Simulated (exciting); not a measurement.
HgS: equation of state with PBE

HgS:

```xyz
2
Lattice="0.0000 2.9259 2.9259 2.9259 0.0000 2.9259 2.9259 2.9259 0.0000" Properties=species:S:1:pos:R:3 pbc="T T T"
Hg    0.0000    0.0000    0.0000
S     4.3888    4.3888    4.3888
```

Measurements of this composition are mostly on another form, of space group No. 152.

| Property | Result |
| --- | --- |
| Program | exciting (release sodium) |
| Task | equation of state |
| Functional | PBE |
| Potentials or basis | all-electron LAPW+lo, shipped species files, valence relativity iora* |
| rgkmax | 7.5 |
| k mesh | 8 × 8 × 8 |
| Occupations | fermi-dirac, width 0.05 eV |
| Spin | no spin polarisation |

The equilibrium volume is outside the volumes run.

Energy against volume, from the lowest point:
```csv
volume (Å³/atom),energy (meV/atom)
23.544,84.63
24.045,58.95
24.546,38.50
25.047,22.90
25.548,11.27
26.049,4.10
26.550,0.00
```

Caveat: the minimum lies outside the volumes run. Spin-orbit coupling is left out, which matters for the levels of Hg.
